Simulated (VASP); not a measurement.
# InSb2As3 (P3m1) in VASP: single point with PBE

Aim: the single point of InSb2As3 with PBE.

Everything below comes from runs of VASP 6.6.1. Logs are shortened: lines on timing, memory, paths and dates and some standing lists are left out, and cuts for length are marked.

## 1. The structure

Symmetry: P3m1, No. 156, trigonal system. Conventional cell: a = 4.142 Å, b = 4.142 Å, c = 11.147 Å, α = 90.00°, β = 90.00°, γ = 120.00°. In (site symmetry 3m) has 3 As at 2.60 Å as nearest neighbours. Sb (site symmetry 3m) is surrounded by 3 As at 2.78 Å. Around Sb (site symmetry 3m) lie 3 As at 2.79 Å. Around As (site symmetry 3m) lie 3 In at 2.60 Å. As (site symmetry 3m) is surrounded by 3 Sb at 2.79 Å and 3 As at 3.12 Å. As (site symmetry 3m) has 3 Sb at 2.78 Å and 3 As at 3.12 Å as nearest neighbours.

The cell was built by a generator and needn't be a form met in nature.

## 2. Single point, PBE

File INCAR:

```
SYSTEM = InSb2As3
  PREC = Normal
  ENCUT = 520
  EDIFF = 1E-5
  ISMEAR = 0
  SIGMA = 0.15
  LREAL = Auto
  LASPH = .True.
  NELM = 80
  ALGO = Fast
  ISIF = 2
  LWAVE = .False.
  LCHARG = .False.
  GGA = PE
  NBANDS = 50
```

File KPOINTS:

```
Automatic mesh
0
Gamma
  6 6 2
  0 0 0
```

File POSCAR:

```
InSb2As3
1.0
    8.2847020000      0.0000000000      0.0000000000
   -2.0711760000      3.5873810000      0.0000000000
    0.0000000000      0.0000000000     11.1466300000
In Sb As
2 4 6
Direct
    0.0000000000      0.0000000000      0.5471780000
    0.5000000000      0.0000000000      0.5471780000
    0.1666665000      0.6666670000      0.7812600000
    0.6666665000      0.6666670000      0.7812600000
    0.1666665000      0.6666670000      0.2178500000
    0.6666665000      0.6666670000      0.2178500000
    0.3333335000      0.3333330000      0.4555120000
    0.8333335000      0.3333330000      0.4555120000
    0.3333335000      0.3333330000      0.0891130000
    0.8333335000      0.3333330000      0.0891130000
    0.0000000000      0.0000000000      0.9091820000
    0.5000000000      0.0000000000      0.9091820000
```

Potentials or basis: VASP PAW PBE potentials, release 64 (In_d, Sb, As).

Command:

```
cat potpaw_PBE.64/In_d/POTCAR potpaw_PBE.64/Sb/POTCAR potpaw_PBE.64/As/POTCAR > POTCAR
mpirun -np 1 vasp_std > vasp.out
```

OUTCAR:

```text
SYSTEM = InSb2As3
   PREC = Normal
   ENCUT = 520
   EDIFF = 1E-5
   ISMEAR = 0
   LREAL = Auto
   LASPH = .True.
   NELM = 80
   ISIF = 2
   GGA = PE

 ion  position               nearest neighbor table
   1  0.000  0.000  0.547-   8 2.60   7 2.60   8 2.60   3 3.54   4 3.54   3 3.54
   2  0.500  0.000  0.547-   7 2.60   8 2.60   7 2.60   4 3.54   3 3.54   4 3.54
   3  0.167  0.667  0.781-  11 2.78  12 2.78  11 2.78   1 3.54   2 3.54   1 3.54
   4  0.667  0.667  0.781-  12 2.78  11 2.78  12 2.78   2 3.54   1 3.54   2 3.54
   5  0.167  0.667  0.218-  10 2.79   9 2.79   9 2.79
   6  0.667  0.667  0.218-   9 2.79  10 2.79  10 2.79
   7  0.333  0.333  0.456-   2 2.60   1 2.60   2 2.60
   8  0.833  0.333  0.456-   1 2.60   2 2.60   1 2.60
   9  0.333  0.333  0.089-   6 2.79   5 2.79   5 2.79
  10  0.833  0.333  0.089-   5 2.79   6 2.79   6 2.79
  11  0.000  0.000  0.909-   3 2.78   4 2.78   3 2.78
  12  0.500  0.000  0.909-   4 2.78   3 2.78   4 2.78

  Warning from LATTYP: Monoclinic adjustment (A1->A3, A2->A1, A3->A2)!
  LATTYP: Found a simple orthorhombic cell.
 ALAT       =     4.1423510791
 B/A-ratio  =     1.7320506462
 C/A-ratio  =     2.6908945638

  Lattice vectors:

 A1 = (   2.0711760000,  -3.5873810000,   0.0000000000)
 A2 = (   6.2135260000,   3.5873810000,   0.0000000000)
 A3 = (   0.0000000000,   0.0000000000,  11.1466300000)

Analysis of symmetry for initial positions (statically):
=====================================================================
 Subroutine PRICEL returns following result:

  LATTYP: Found a hexagonal cell.
 ALAT       =     4.1423510000
 C/A-ratio  =     2.6908946152

  Lattice vectors:

 A1 = (   4.1423510000,   0.0000000000,   0.0000000000)
 A2 = (  -2.0711760000,   3.5873810000,   0.0000000000)
 A3 = (   0.0000000000,   0.0000000000,  11.1466300000)

   2 primitive cells build up your supercell.

 Routine SETGRP: Setting up the symmetry group for a
 simple orthorhombic supercell.

 Subroutine GETGRP returns: Found  2 space group operations
 (whereof  2 operations were pure point group operations)
 out of a pool of  8 trial point group operations.

The static configuration has the point symmetry C_1h.

Analysis of symmetry for dynamics (positions and initial velocities):
=====================================================================
 Subroutine PRICEL returns following result:

  LATTYP: Found a hexagonal cell.
 ALAT       =     4.1423510000
 C/A-ratio  =     2.6908946152

  Lattice vectors:

 A1 = (   4.1423510000,   0.0000000000,   0.0000000000)
 A2 = (  -2.0711760000,   3.5873810000,   0.0000000000)
 A3 = (   0.0000000000,   0.0000000000,  11.1466300000)

   2 primitive cells build up your supercell.

 Routine SETGRP: Setting up the symmetry group for a
 simple orthorhombic supercell.

 Subroutine GETGRP returns: Found  2 space group operations
 (whereof  2 operations were pure point group operations)
 out of a pool of  8 trial point group operations.

The dynamic configuration has the point symmetry C_1h.

 Subroutine INISYM returns: Found  2 space group operations
 (whereof  2 operations are pure point group operations),
 and found     2 'primitive' translations

----------------------------------------------------------------------------------------

                                     Primitive cell

  volume of cell :     165.6411

  direct lattice vectors                    reciprocal lattice vectors
     4.142351000  0.000000000  0.000000000     0.241408804  0.139377479  0.000000000
    -2.071176000  3.587381000  0.000000000     0.000000000  0.278754891  0.000000000
     0.000000000  0.000000000 11.146630000     0.000000000  0.000000000  0.089713214

  length of vectors
     4.142351000  4.142351079 11.146630000     0.278754896  0.278754891  0.089713214

  position of ions in fractional coordinates (direct lattice)
     0.000000000  0.000000000  0.547178000
     0.333333000  0.666667000  0.781260000
     0.333333000  0.666667000  0.217850000
     0.666667000  0.333333000  0.455512000
     0.666667000  0.333333000  0.089113000
     0.000000000  0.000000000  0.909182000

  ion indices of the primitive-cell ions
   primitive index   ion index
                 1           1
                 2           3
                 3           5
                 4           8
                 5          10
                 6          11

----------------------------------------------------------------------------------------

 KPOINTS: Automatic mesh

Automatic generation of k-mesh.
 Grid dimensions read from file:
 generate k-points for:    6    6    2

 Generating k-lattice:

  Cartesian coordinates                     Fractional coordinates (reciprocal lattice)
     0.020117400  0.011614790  0.000000000     0.166666667  0.000000000  0.000000000
     0.000000000  0.046459149  0.000000000     0.000000000  0.166666667  0.000000000
     0.000000000  0.000000000  0.044856607     0.000000000  0.000000000  0.500000000

  Length of vectors
     0.023229575  0.046459149  0.044856607

  Shift w.r.t. Gamma in fractional coordinates (k-lattice)
     0.000000000  0.000000000  0.000000000

 Subroutine IBZKPT returns following result:
 ===========================================

 Found     32 irreducible k-points:

 Following reciprocal coordinates:
            Coordinates               Weight
  0.000000  0.000000  0.000000      1.000000
  0.166667  0.000000  0.000000      2.000000
  0.333333  0.000000  0.000000      2.000000
  0.500000  0.000000  0.000000      1.000000
  0.000000  0.166667  0.000000      4.000000
  0.166667  0.166667  0.000000      4.000000
[... 16 lines left out ...]
  0.333333  0.166667  0.500000      2.000000
 -0.166667  0.166667  0.500000      2.000000
 [... further k-points ...]
   k-points           NKPTS =     32   k-points in BZ     NKDIM =     32   number of bands    NBANDS=     50
   number of dos      NEDOS =    301   number of ions     NIONS =     12
   total plane-waves  NPLWV =  73728
   dimension x,y,z NGX =    48 NGY =   24 NGZ =   64
   dimension x,y,z NGXF=    96 NGYF=   48 NGZF=  128
   ions per type =               2   4   6
   NGX,Y,Z   is equivalent  to a cutoff of   9.63,  9.63,  9.55 a.u.
   NGXF,Y,Z  is equivalent  to a cutoff of  19.26, 19.26, 19.09 a.u.
 SYSTEM =  InSb2As3
   PREC   = normal    normal or accurate (medium, high low for compatibility)
   ISTART =      0    job   : 0-new  1-cont  2-samecut
   ICHARG =      2    charge: 1-file 2-atom 10-const
   ISPIN  =      1    spin polarized calculation?
   LNONCOLLINEAR =      F non collinear calculations
   LSORBIT =      F    spin-orbit coupling
   LASPH  =      T    aspherical Exc in radial PAW
   ENCUT  =  520.0 eV  38.22 Ry    6.18 a.u.  15.40  7.70 20.73*2*pi/ulx,y,z
   NELM   =     80;   NELMIN=  2; NELMDL= -5     # of ELM steps
   EDIFF  = 0.1E-04   stopping-criterion for ELM
   LREAL  =      T    real-space projection
   EDIFFG = 0.1E-03   stopping-criterion for IOM
   NSW    =      0    number of steps for IOM
   IBRION =     -1    ionic relax: 0-MD 1-quasi-New 2-CG
   NFREE  =      0    steps in history (QN), initial steepest desc. (CG)
   ISIF   =      2    stress and relaxation
   ISYM   =      2    0-nonsym 1-usesym 2-fastsym
   POTIM  = 0.5000    time-step for ionic-motion
   TEBEG  =    0.0;   TEEND  =   0.0 temperature during run
   PSTRESS=    0.0 pullay stress
   NELECT =      76.0000    total number of electrons
   NUPDOWN=      -1.0000    fix difference up-down
   EMIN   =  10.00;   EMAX   =-10.00  energy-range for DOS
   EFERMI =   0.00;   METHOD = LEGACY
   ISMEAR =     0;   SIGMA  =   0.15  broadening in eV -4-tet -1-fermi 0-gaus
   EFERMI_NEDOS =   21; number of points for ismear=-14 and -15
   IALGO  =     68    algorithm
   IMIX   =      4    mixing-type and parameters
     AMIX     =   0.40;   BMIX     =  1.00
     AMIX_MAG =   1.60;   BMIX_MAG =  1.00
  volume/ion in A,a.u.               =      27.61       186.30
  Fermi-wavevector in a.u.,A,eV,Ry     =   1.002182  1.893850 13.665273  1.004369
  Thomas-Fermi vector in A             =   2.134653
   LORBIT       =      0    0 simple, 1 ext, 2 COOP (PROOUT), +10 PAW based schemes
   GGA     = PE    functional components
   LHFCALC =     F    Hartree Fock is set to
   AEXX    =    0.0000 exact exchange contribution
   IVDW    =     0    specifies the selected vdW correction
   LEPSILON=     F    determine dielectric tensor
   LRPA    =     F    only Hartree local field effects (RPA)
 non-spin polarized calculation
 RMM-DIIS sequential band-by-band and
 Gauss-broadening in eV      SIGMA  =   0.15
  energy-cutoff  :      520.00
  volume of cell :      331.28
 maximum number of plane-waves:      8976
   NGX = 31   NGY = 15   NGZ = 41

 number of electron      76.0000039 magnetization

 Free energy of the ion-electron system (eV)
  ---------------------------------------------------
  ext. energy  EPLUGINS =         0.00000000
  ---------------------------------------------------
  free energy    TOTEN  =       -48.80632350 eV

  energy without entropy =      -48.77595726  energy(sigma->0) =      -48.79114038

 E-fermi :   5.2882     XC(G=0):  -9.3948

 val. band max:        5.2779624854   @ k =  -0.1667   0.1667   0.0000
 cond. band min:       5.3171866455   @ k =   0.1667   0.0000   0.0000
 fundamental gap:      0.0392241601
 Fermi energy:         5.2881518009

 k-point     1 :       0.0000    0.0000    0.0000
  band No.  band energies     occupation
      1      -9.3654      2.00000
      2      -9.2550      2.00000
      3      -9.2099      2.00000
      4      -9.2090      2.00000
      5      -9.1985      2.00000
      6      -9.1817      2.00000
[... 42 lines left out ...]
     49       7.6144      0.00000
     50       7.6283      0.00000
[... 1217 lines left out ...]
     49       8.1595      0.00000
     50       8.9620      0.00000

 [... further k-points ...]

------------------------ aborting loop because EDIFF is reached ----------------------------------------

  FORCE on cell =-STRESS in cart. coord.  units (eV):
  Direction    XX          YY          ZZ          XY          YZ          ZX
  --------------------------------------------------------------------------------------
  -------------------------------------------------------------------------------------
  Total       -0.2278916     -0.1114993      0.0963230     -0.1007987     -0.0007867     -0.0013624
  in kB       -1.1021507     -0.5392432      0.4658462     -0.4874921     -0.0038045     -0.0065891
  external PRESSURE =      -0.3918493 kB  Pullay stress =       0.0000000 kB

 VOLUME and BASIS-vectors are now :
 -----------------------------------------------------------------------------
  energy-cutoff  :      520.00
  volume of cell :      331.28
      direct lattice vectors                 reciprocal lattice vectors
     8.284702000  0.000000000  0.000000000     0.120704402  0.069688740  0.000000000
    -2.071176000  3.587381000  0.000000000     0.000000000  0.278754891  0.000000000
     0.000000000  0.000000000 11.146630000     0.000000000  0.000000000  0.089713214

 POSITION                                       TOTAL-FORCE (eV/Angst)
 -----------------------------------------------------------------------------------
      0.00000      0.00000      6.09919        -0.006822     -0.003939      0.042391
      4.14235      0.00000      6.09919        -0.006822     -0.003939      0.042391
     -0.00000      2.39159      8.70842        -0.001012     -0.000584     -0.004878
      4.14235      2.39159      8.70842        -0.001012     -0.000584     -0.004878
     -0.00000      2.39159      2.42829         0.006512      0.003760      0.012075
      4.14235      2.39159      2.42829         0.006512      0.003760      0.012075
      2.07118      1.19579      5.07742         0.008664      0.005002     -0.079437
      6.21353      1.19579      5.07742         0.008664      0.005002     -0.079437
      2.07118      1.19579      0.99331        -0.008138     -0.004698      0.028424
      6.21353      1.19579      0.99331        -0.008138     -0.004698      0.028424
      0.00000      0.00000     10.13432         0.000795      0.000459      0.001425
      4.14235      0.00000     10.13432         0.000795      0.000459      0.001425
 -----------------------------------------------------------------------------------
    total drift:                               -0.000093      0.000098     -0.209460

  FREE ENERGIE OF THE ION-ELECTRON SYSTEM (eV)
  ---------------------------------------------------
  free  energy   TOTEN  =       -48.8063235025 eV

  energy  without entropy=      -48.7759572587  energy(sigma->0) =      -48.79114038
```

It took 6.3 min on 1 thread of Intel Xeon Platinum 8259CL at 2.50GHz (Skylake/Cascade Lake), shared host; peak memory 0.46 GiB.

What came out:

* Free energy: -48.8063 eV
* Pressure: 0.0 GPa
* Largest force: 0.080 eV/Å
* Band gap on the k mesh: none (metal or under the smearing width)

Forces on the atoms (eV/Å):
```
In  -0.007 -0.004  0.042
In  -0.007 -0.004  0.042
Sb  -0.001 -0.001 -0.005
Sb  -0.001 -0.001 -0.005
Sb   0.007  0.004  0.012
Sb   0.007  0.004  0.012
As   0.009  0.005 -0.079
As   0.009  0.005 -0.079
As  -0.008 -0.005  0.028
As  -0.008 -0.005  0.028
As   0.001  0.000  0.001
As   0.001  0.000  0.001
```

Stress tensor (GPa, compression positive):
```
-0.11 -0.05  0.00
-0.05 -0.05  0.00
 0.00  0.00  0.05
```
